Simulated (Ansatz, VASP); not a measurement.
**Bi (ladder Bi chain): VASP beside Ansatz**

One calculation is typed for both programs; each brings its own data sets. How far apart do they land? The structure shown is the start of the Ansatz relaxation below; VASP solves that cell, so the two are compared at the walk's first step. Other levels of theory on this material are compared in a session of their own.

Method: plane waves, with VASP 6.6.1 beside it; single point at r2SCAN, in Ansatz 0.2.0.

**1. The starting structure**

The cell holds 2 atoms: 2 Bi. Cell: a = 9.000 Å, b = 7.500 Å, c = 2.896 Å, α = 90.0°, β = 90.0°, γ = 90.0°. Vacuum lies along a and b. The structure's axis is c.

**2. Ansatz: relaxation, r2SCAN**

Ansatz runs on its default PAW (the set named soft_2) files.

The two programs are compared at the cell with which this relaxation starts, whose forces are those of its first step.

input.yaml

```yaml
crystal:
  lattice:
    - [9.0, 0.0, 0.0]
    - [0.0, 7.5, 0.0]
    - [0.0, 0.0, 2.89636]
  atoms:
    - { symbol: Bi, position: [0.362524444, 0.5, 0.0], spin: 0.5 }
    - { symbol: Bi, position: [0.637475556, 0.5, 0.5], spin: 0.5 }
magnetization:
  spin_polarized: true
kpoints:
  mp_grid: { grid: [1, 1, 28] }
scf:
  occupations: { method: fermi_dirac, width: 0.05 }
hamiltonian:
  xc: r2scan
relax:
  cell: { fix: [a, b, alpha, beta, gamma] }
  max_steps: 60
```

Run with:

```
> ansatz run input.yaml --threads 4 --pin off --max-ram 8192MiB --backend cpu --events-out ev --progress --plain --runs-dir out
```

Numbers of over 12 decimals in the logs are rounded to 6 here.

Output:

```text
Engine: ansatz 0.2.0, aarch64-unknown-linux-gnu
Pseudopotentials: kind: paw
Pseudopotential: Bi, paw, valence charge 15, recommended cutoff 500 eV (meta_gga), Bi.paw.azcp
Functional definition: r2SCAN
  parameter k0 = 0.174
  parameter k1 = 0.065
  parameter a1 = 4.9479
  exchange = r2scan_x(k0 = k0, k1 = k1, a1 = a1)
  correlation = r2scan_c
Crystal: 2 atoms, lattice volume = 195.504 Å³
Basis set: ecut = 500 eV, 4973 PW (Γ), exchange–correlation on 288×240×96 points (64 copies of the dense FFT grid, shifted against one another)
Bands: 20, of which v1, the nominal top of the filled ones, is band 15 counted from 1 (14 counted from 0)
Symmetry: 8 space group operations
Space group: Pmma (ITA 51), of the structure as read, at distance tolerance 5.8e-5 Å
Magnetic group: BNS 51.289 (UNI 387), of the structure as read, at distance tolerance 5.8e-5 Å
k-points: 15 of 28
Non-local potential: Bi, projectors of the file, l = 0: 2, l = 1: 2, l = 2: 2, l = 3: 2
PAW form: soft (Blöchl's): semilocal exchange-correlation on the pseudo side does not see the compensation charge
PAW frozen core: Bi, regenerated for the run's functional (the file was generated under x = pbe(κ = 0.804, μ = 0.219515), c = pbe(β = 0.066725))
PAW one-centre angular grid: Bi, 590 points (default); XC on 160 Gauss nodes
Initial density: superposition of atomic densities (neutral atoms: chi_scale 0, normalization atom)
Starting moments: Σ|m| = 1 μB on 2 of 2 sites
Initial wavefunctions: pseudopotential atomic-orbital guess
Functional: x = r2scan, c = r2scan; τ floored in thin density (d = 2e-4 eV/Å³)
iter 1 solved again at ethr=7.74e-4 eV; its pass at ethr=3.10e-3 eV (dr2=2.32e-1 eV) is discarded
SCF iter   1: F=—  HF=-24819.704166 eV  |F-HF|=—  |Δ(HF+E_count)|=         —  Δρ=1.09e-2 (↑1.09e-2 ↓1.04e-2)  dr2=2.40e-1  dr2_τ=7.19e-3  dr2_m=1.85e-1  M=0.187 μB ∫|m|=0.187 μB  β_m=0.30  ethr=7.74e-4  ⟨swp⟩=1.0  Hψ=4114  notcnv=0
preconditioner: auto → Resta (q_TF=auto, 1.996 Å⁻¹)  ε∞=2.0  [insulator: Δε(μ)=0.113 eV  Ē_g=7.326 eV  σ=0.050 eV  W_gap=0.51  n_scr=20 (ndim 8)  ℏωp=7.2 eV  f_vac=0.545  D(μ)=1.65/eV (n_scr^D=8)  ε∞_Penn≈2.0  vacuum switching on, ρ_ref=3.9e-3 e/Å³]
spin=Collinear: Resta preconditioning applied to the charge; magnetization (m = ρ↑ − ρ↓) channel mixes plain (no charge-response kernel on spin).
SCF iter   2: F=—  HF=-24819.696318 eV  |F-HF|=—  |Δ(HF+E_count)|=   7.85e-3  Δρ=7.77e-3 (↑7.77e-3 ↓7.23e-3)  dr2=7.81e-2  dr2_τ=6.93e-4  dr2_m=9.13e-2  M=0.189 μB ∫|m|=0.189 μB  β_m=0.30  ethr=7.74e-4  ⟨swp⟩=3.0  Hψ=881  notcnv=0  κ⁻¹=1.0e0(r=1)
preconditioner: auto → LDOS  [metal: Δε(μ)=0.128 eV  Ē_g=7.560 eV  σ=0.050 eV  W_gap=0.50  n_scr=20 (ndim 8)  ℏωp=7.3 eV  f_vac=0.547  D(μ)=1.85/eV (n_scr^D=8)]
spin=Collinear: LDOS preconditioning applied to the charge; magnetization (m = ρ↑ − ρ↓) channel mixes plain (no charge-response kernel on spin).
SCF iter   3: F=—  HF=-24819.717859 eV  |F-HF|=—  |Δ(HF+E_count)|=   2.15e-2  Δρ=5.32e-3 (↑5.32e-3 ↓5.10e-3)  dr2=1.49e-2  dr2_τ=3.09e-4  dr2_m=4.58e-2  M=0.172 μB ∫|m|=0.172 μB  β_m=0.30  ethr=2.60e-4  ⟨swp⟩=3.0  Hψ=914  notcnv=0  κ⁻¹=3.0e-2(r=2)
SCF iter   4: F=—  HF=-24819.737268 eV  |F-HF|=—  |Δ(HF+E_count)|=   1.94e-2  Δρ=3.68e-3 (↑3.56e-3 ↓3.68e-3)  dr2=1.43e-3  dr2_τ=1.24e-4  dr2_m=2.32e-2  M=0.152 μB ∫|m|=0.152 μB  β_m=0.30  ethr=4.96e-5  ⟨swp⟩=4.0  Hψ=1272  notcnv=0  κ⁻¹=5.6e-4(r=3)
SCF iter   5: F=—  HF=-24819.744407 eV  |F-HF|=—  |Δ(HF+E_count)|=   7.14e-3  Δρ=2.58e-3 (↑2.56e-3 ↓2.58e-3)  dr2=4.26e-4  dr2_τ=5.41e-5  dr2_m=1.18e-2  M=0.139 μB ∫|m|=0.139 μB  β_m=0.30  ethr=4.76e-6  ⟨swp⟩=3.8  Hψ=1386  notcnv=0  defer=4  κ⁻¹=3.3e-4(r=4)
SCF iter   6: F=—  HF=-24819.747237 eV  |F-HF|=—  |Δ(HF+E_count)|=   2.83e-3  Δρ=1.84e-3 (↑1.84e-3 ↓1.83e-3)  dr2=2.41e-5  dr2_τ=2.67e-5  dr2_m=6.04e-3  M=0.125 μB ∫|m|=0.126 μB  β_m=0.30  ethr=1.42e-6  ⟨swp⟩=3.0  Hψ=1311  notcnv=0  defer=5  κ⁻¹=2.2e-5(r=5)
SCF iter   7: F=—  HF=-24819.748910 eV  |F-HF|=—  |Δ(HF+E_count)|=   1.67e-3  Δρ=1.32e-3 (↑1.32e-3 ↓1.32e-3)  dr2=8.19e-6  dr2_τ=1.26e-5  dr2_m=3.11e-3  M=0.114 μB ∫|m|=0.114 μB  β_m=0.56  ethr=8.03e-8  ⟨swp⟩=3.6  Hψ=1353  notcnv=0  defer=5
Mixer restart at iter 7: flushing history
spin-set hold released at iteration 7 (site moments contracting): the magnetisation degrees of freedom join the quasi-Newton model from the next iteration; the mixer history was flushed
SCF iter   8: F=—  HF=-24819.750304 eV  |F-HF|=—  |Δ(HF+E_count)|=   1.39e-3  Δρ=6.45e-4 (↑6.45e-4 ↓6.45e-4)  dr2=1.96e-6  dr2_τ=5.08e-6  dr2_m=7.45e-4  M=0.094 μB ∫|m|=0.094 μB  β_m=1.02  ethr=2.73e-8  ⟨swp⟩=3.0  Hψ=1313  notcnv=0  defer=5  κ⁻¹=1.0e0(r=1)
[...]
the starting moments were not kept: the SCF closed with an absolute magnetisation of 1.8e-6 μB, where they sum to 1 μB in size (2 sites). That is at most 0.1 of that sum. Measured as dr2_m measures the in/out step, that magnetisation stands 2.2e-13 eV from none, at or under the dr2_threshold of 4.4e-8 eV: it is no larger than a step whose dr2_m would equal this threshold.
SCF 5 converged in 9 iterations: F = -24820.335167 eV  dr2 = 7.67e-12
[...]
SCF iter   8: F=—  HF=-24820.334640 eV  |F-HF|=—  |Δ(HF+E_count)|=   1.74e-3  Δρ=2.42e-5 (↑2.42e-5 ↓2.42e-5)  dr2=5.48e-7  dr2_τ=1.20e-6  dr2_m=4.89e-14  M=-0.000 μB ∫|m|=0.000 μB  β_m=1.20  ethr=1.71e-9  ⟨swp⟩=3.2  Hψ=1372  notcnv=0  defer=2  κ⁻¹=2.1e-3(r=7)
SCF iter   9: F=—  HF=-24820.335488 eV  |F-HF|=—  |Δ(HF+E_count)|=   8.49e-4  Δρ=1.36e-5 (↑1.36e-5 ↓1.36e-5)  dr2=5.42e-7  dr2_τ=2.30e-7  dr2_m=1.30e-14  M=-0.000 μB ∫|m|=0.000 μB  β_m=0.34  ethr=1.71e-9  ⟨swp⟩=3.1  Hψ=1189  notcnv=0  defer=2  κ⁻¹=4.7e-4(r=8)
SCF iter  10: F=—  HF=-24820.335909 eV  |F-HF|=—  |Δ(HF+E_count)|=   4.20e-4  Δρ=6.43e-6 (↑6.43e-6 ↓6.43e-6)  dr2=2.75e-7  dr2_τ=3.78e-8  dr2_m=3.55e-14  M=-0.000 μB ∫|m|=0.000 μB  β_m=0.49  ethr=1.71e-9  ⟨swp⟩=3.5  Hψ=1264  notcnv=0  defer=2  κ⁻¹=5.5e-4(r=8)
SCF iter  11: F=—  HF=-24820.336136 eV  |F-HF|=—  |Δ(HF+E_count)|=   2.27e-4  Δρ=1.07e-6 (↑1.07e-6 ↓1.07e-6)  dr2=3.52e-8  dr2_τ=1.82e-10  dr2_m=3.52e-14  M=0.000 μB ∫|m|=0.000 μB  β_m=0.30  ethr=9.18e-10  ⟨swp⟩=3.6  Hψ=1318  notcnv=0  defer=2  κ⁻¹=7.2e-5(r=8)
SCF iter  12: F=—  HF=-24820.336136 eV  |F-HF|=—  |Δ(HF+E_count)|=   1.61e-7  Δρ=6.26e-7 (↑6.26e-7 ↓6.25e-7)  dr2=4.55e-9  dr2_τ=3.10e-11  dr2_m=1.44e-14  M=0.000 μB ∫|m|=0.000 μB  β_m=0.35  ethr=1.17e-10  ⟨swp⟩=2.6  Hψ=776  notcnv=0  defer=2  κ⁻¹=2.2e-5(r=8)
SCF iter  13: F=—  HF=-24820.336136 eV  |F-HF|=—  |Δ(HF+E_count)|=   1.43e-7  Δρ=4.17e-7 (↑4.17e-7 ↓4.17e-7)  dr2=9.68e-10  dr2_τ=9.50e-11  dr2_m=2.47e-15  M=0.000 μB ∫|m|=0.000 μB  β_m=1.20  ethr=1.52e-11  ⟨swp⟩=2.8  Hψ=796  notcnv=0  defer=2  κ⁻¹=4.1e-6(r=8)
SCF iter  14: F=—  HF=-24820.336136 eV  |F-HF|=—  |Δ(HF+E_count)|=   9.44e-8  Δρ=1.87e-7 (↑1.87e-7 ↓1.87e-7)  dr2=2.60e-10  dr2_τ=1.65e-11  dr2_m=5.07e-16  M=0.000 μB ∫|m|=0.000 μB  β_m=1.20  ethr=3.23e-12  ⟨swp⟩=4.0  Hψ=1212  notcnv=0  defer=2  κ⁻¹=4.2e-6(r=8)
SCF iter  15: F=—  HF=-24820.336136 eV  |F-HF|=—  |Δ(HF+E_count)|=   7.76e-8  Δρ=4.93e-8 (↑4.92e-8 ↓4.93e-8)  dr2=4.72e-11  dr2_τ=2.06e-13  dr2_m=1.34e-16  M=0.000 μB ∫|m|=0.000 μB  β_m=0.53  ethr=1.00e-12  ⟨swp⟩=2.8  Hψ=794  notcnv=0  defer=2  κ⁻¹=6.2e-6(r=8)
SCF iter  16: F=-24820.336136 eV  HF=-24820.336136 eV  |F-HF|=5.64e-9  |Δ(HF+E_count)|=   5.22e-9  Δρ=4.15e-8 (↑4.15e-8 ↓4.15e-8)  dr2=4.19e-12  dr2_τ=1.24e-12  dr2_m=1.60e-16  M=0.000 μB ∫|m|=0.000 μB  ethr=1.00e-12  ⟨swp⟩=7.1  Hψ=2766  notcnv=0
the starting moments were not kept: the SCF closed with an absolute magnetisation of 2.0e-8 μB, where they sum to 1 μB in size (2 sites). That is at most 0.1 of that sum. Measured as dr2_m measures the in/out step, that magnetisation stands 1.8e-17 eV from none, at or under the dr2_threshold of 2.0e-11 eV: it is no larger than a step whose dr2_m would equal this threshold.
SCF 6 converged in 16 iterations: F = -24820.336136 eV  dr2 = 4.19e-12
relax step   6: F+E_penalty+E_count = -24820.33613623 eV  Δ(F+E_penalty+E_count) = -9.697e-4 eV  max|allowed force component| = 1.561e-3 eV/Å  Δτ_max = 0.0000 Å  P = -0.060 GPa  Ω = 207.020 Å³  fix = [a, b, alpha, beta, gamma]  reactions: a -0.626, b +0.436 GPa  stress off target by 9.10e-3 GPa on what of the cell is left free  SCF on the basis re-selected at this cell (its energy is not comparable with the rows above)  (16 SCF iters)
basis re-selected at this cell: Δ(F+E_penalty+E_count) = -9.697e-4 eV, ΔP = +0.004 GPa vs the last step (what re-selecting the basis moved, of the pressure what is left beyond the Pulay correction that the steps carried, after the strain that the cell walked since its last selection, with what the two solves' SCF thresholds leave and, on support functions, any second-order correction that the steps lacked; it is no m [...]
SCF converged after 16 iterations
Stability not checked: this state was not tested for a lower state beside it, because the mixer in use, unlike msr1, does not test its closes by its own steps (another_mixer; see scf.mixing.algorithm and scf.lower_state_search)
Magnetization: 0.0000 μB (15.0000 up, 15.0000 down)
Absolute magnetization: 0.0000 μB (∫|ρ↑−ρ↓|, with the PAW one-centre terms)
Spin contamination: 0.0000 ħ² per cell (⟨S²⟩ above its minimum at these occupations)
Per-site moments (μB) at R_I (Å): [(3.577897515627841e-9, 1.265120), (3.5778974145199337e-9, 1.265120)]
Free energy (F): -24820.336136 eV
Harris-Foulkes:  -24820.336136 eV  (|F-HF|=5.64e-9)
Internal energy: -24820.323239 eV  (E = F + TS)
E sigma→0 (E₀):  -24820.329688 eV
Entropy (-TS):   -0.012897 eV (-6.449 meV/atom)
Fermi energy:    0.525614 eV
--- Per-component energies (eV) ---
  E_band       = -513.947321
  E_kinetic    = 601.010955
  E_local      = -6282.524153  (includes V_loc(G=0)·N_el)
  E_nonlocal   = 1121.972711
  E_hartree    = 2462.826224
  E_xc         = -278.722584
  E_vxc        = -310.159740  (∫ρ·V_xc dr)
  E_paw        = -21378.082613  (= ΣΔE_a)
  E_vpaw       = -592.533001  (= ΣTr[D̂ρ^β])
  E_aug_tail   = -0.000543  (compensation charges beyond the density's cutoff)
  E_vtau       = 22.634044  (kinetic-family band-sum trace: ∫τ·v_τ [+ j·A + Jᵃ·Aᵃ] dr)
  E_ewald      = -1068.554330
  E_core_change = 1.751094  (= ΣΔE_core)
  E_smearing   = -0.012897  (= −TS)
  E_closure    = -0.000000  (closes the sum)
  Σ components = -24820.336136   (vs F -24820.336136, Δ=0.00e0)
--- Forces (eV/Å), atoms counted from 1 ---
  atom   1  Bi     0.00156102    -0.00000000     0.00000000
  atom   2  Bi    -0.00156102     0.00000000     0.00000000
  max |Σ_I F_I| component: 2.02e-28 eV/Å
--- Stress (GPa, compression-positive) ---
       -0.626138      -0.000000      -0.000000
       -0.000000       0.435798       0.000000
       -0.000000       0.000000       0.009104
  P = ⅓ Tr σ = -0.0604 GPa (-0.604 kbar)
--- Relaxed structure (5 steps of the walk, 5 accepted, 1 SCFs on fresh bases) ---
  F+E_penalty+E_count = -24820.33613623 eV   max|allowed force component| = 1.561e-3 eV/Å   (the final SCF, on the basis selected at the relaxed cell)
  cell:  # Å, volume = 207.0196 Å³
    - [9.0, 0.0, 0.0]
    - [0.0, 7.5, 0.0]
    - [0.0, 0.0, 3.066957]
  atoms:
    - { symbol: Bi, position: [0.344707, 0.500000, 0.0] }
    - { symbol: Bi, position: [0.655293, 0.500000, 0.5] }
```

(Part 1 of 2 ends here.)

[Lines on the potential files, build, host, timing and source positions are cut from VASP's logs without a mark.]

[Logs are printed without paths, hosts, clocks, repeated set-up lines and the standing remarks that a program may print on its own settings, such as how far it seeks lower states.]

[Hosts, paths, dates, database ids (printed as entryN), source tags and the programs' standing remarks are cut or masked in the printed files.]
